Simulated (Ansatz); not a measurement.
## Li: pressure against volume, fitted

```xyz
2
Lattice="3.1110 0.0000 0.0000 -1.5555 2.6942 0.0000 0.0000 0.0000 5.0930" Properties=species:S:1:pos:R:3 pbc="T T T"
Li    0.0000    1.7961    1.2732
Li    1.5555    0.8981    3.8197
```

Atoms are numbered in the order listed.

Conventional cell: a = 3.111 Å, b = 3.111 Å, c = 5.093 Å, α = 90.00°, β = 90.00°, γ = 120.00°. Around Li (atom 1) lie 12 Li at 3.11 to 3.12 Å.

The structure is an experimental refinement, used without relaxation.

Theory: DFT, PBE, all-electron LAPW, scalar-relativistic (Ansatz 0.2.0).

The runs use a Γ-centred 15×15×8 k mesh, Fermi–Dirac smearing of 0.08 eV, basis error target 0.5 meV/atom, no spin polarisation.

The cell is scaled evenly. Fractional coordinates are held (clamped ions).

```json
{"V (Å³/atom)": "20.063", "P (GPa)": "0.13"}
{"V (Å³/atom)": "20.074", "P (GPa)": "0.12"}
{"V (Å³/atom)": "20.490", "P (GPa)": "-0.16"}
{"V (Å³/atom)": "20.704", "P (GPa)": "-0.30"}
{"V (Å³/atom)": "20.917", "P (GPa)": "-0.43"}
{"V (Å³/atom)": "21.131", "P (GPa)": "-0.55"}
{"V (Å³/atom)": "21.344", "P (GPa)": "-0.67"}
{"V (Å³/atom)": "21.557", "P (GPa)": "-0.78"}
{"V (Å³/atom)": "21.771", "P (GPa)": "-0.89"}
{"V (Å³/atom)": "21.984", "P (GPa)": "-0.99"}
{"V (Å³/atom)": "22.198", "P (GPa)": "-1.09"}
```

Q: Fit a third-order Birch–Murnaghan curve to the pressures.

A: P = (3B0/2)(y^(7/2) − y^(5/2))[1 + (3/4)(B0′ − 4)(y − 1)] with y = (V0/V)^(2/3) fits within 0.01 GPa for V0 = 20.247 Å³/atom, B0 = 13.9 GPa and B0′ = 3.49.

Q: Predict the pressure at the withheld volume, 22.625 Å³/atom.

A: There y = 0.9287, so the fit gives -1.27 GPa; the run gave -1.27 GPa.
